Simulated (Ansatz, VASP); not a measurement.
Two plane-wave programs on Hg

The input INCAR:

```
PREC = Accurate ; ENCUT = 520
EDIFF = 1E-7 ; ISMEAR = -1
SIGMA = 0.1 ; LREAL = F
LASPH = T ; NELM = 60
ALGO = Normal ; ISIF = 2
LWAVE = F ; LCHARG = F
GGA = PE ; NBANDS = 12
```

KPOINTS

```
Automatic mesh
0
Gamma
  2 2 2
```

File POSCAR:

```
Hg
1.0
    2.0783995336      1.1999645302      1.9747385792
   -2.0783995336      1.1999645302      1.9747385792
    0.0000000000     -2.3999290604      1.9747385791
Hg
1
Direct
    0.0000000000      1.0000000000      0.0000000000
```

Input for Ansatz:

```yaml
crystal:
  lattice:
    - [2.0783995336, 1.1999645302, 1.9747385792]
    - [-2.0783995336, 1.1999645302, 1.9747385792]
    - [0.0, -2.3999290604, 1.9747385791]
  atoms:
    - { symbol: Hg, position: [0.0, 1.0, 0.0] }
hamiltonian:
  xc: pbe
  pseudopotentials:
    kind: paw
    azcp:
      Hg: "pseudopotentials/Hg.paw.azcp"
basis:
  ecutwfc: 420
  fft_grid_basis: typed
kpoints:
  mp_grid: { grid: [2, 2, 2], shift: [0, 0, 0] }
magnetization:
  spin_polarized: false
scf:
  occupations: { method: fermi_dirac, width: 0.1 }
  lower_state_search: "off"
output:
  stress: true
  write_density: true
  write_potential: true
  elf: true
  volumetric_format: npy
```

Alike in both runs: task single point; functional PBE; k mesh 2 × 2 × 2; occupations fermi-dirac, width 0.1 eV; no spin polarisation.

```csv
,VASP,Ansatz
version,VASP 6.6.1,Ansatz 0.2.0
potentials or method,"VASP PAW PBE potentials, release 64 (Hg)","plane waves (420 eV) with PAW, scalar-relativistic"
plane-wave cutoff (eV),520,420
valence electrons in the cell,12,20
```

Ansatz gave:

- pressure (GPa): 6.0
- largest component of the traceless stress (GPa): 0.60

Problem. What did VASP give for the same quantities?

Solution. Pressure (GPa): 6.0; largest component of the traceless stress (GPa): 0.61.

The two sets of potentials don't hold the same shells in valence.

Caveats: the k mesh is coarse (spacing up to 1.02 Å⁻¹), so the values aren't converged. Spin-orbit coupling is left out, which matters for the levels of Hg.
